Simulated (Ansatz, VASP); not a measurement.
Two plane-wave programs on KI

```
K I
1.0
     0.00000    3.54429    3.54429
     3.71760    0.00000    3.54429
     3.71760    3.54429    0.00000
K I
1 1
Direct
  0.00000 0.00000 0.00000
  0.50000 0.50000 0.50000
```

Change from the starting cell: uniaxial_x strain +4.9%.

Alike in both runs: task single point; functional PBE; k mesh 6 × 6 × 6; occupations fermi-dirac, width 0.02 eV; no spin polarisation.

|  | VASP | Ansatz |
| --- | --- | --- |
| version | VASP 6.6.1 | Ansatz 0.2.0 |
| potentials or method | VASP PAW PBE potentials, release 64 (K_sv, I) | plane waves, PAW |
| plane-wave cutoff (eV) | 520 | 420 |
| valence electrons in the cell | 16 | 26 |

|  | VASP | Ansatz | Ansatz less VASP |
| --- | --- | --- | --- |
| gap on the k mesh at the Fermi level (eV) | 3.83 | 3.84 | +0.004 |
| pressure (GPa) | 0.0 | 0.0 | -0.02 |
| largest component of the traceless stress (GPa) | 0.57 | 0.56 | -0.007 |

The functional is the same, so the differences come from potentials, cutoffs and numerics. The two sets of potentials don't hold the same shells in valence.

Caveats: spin-orbit coupling is left out, which moves the levels of the heavy elements.
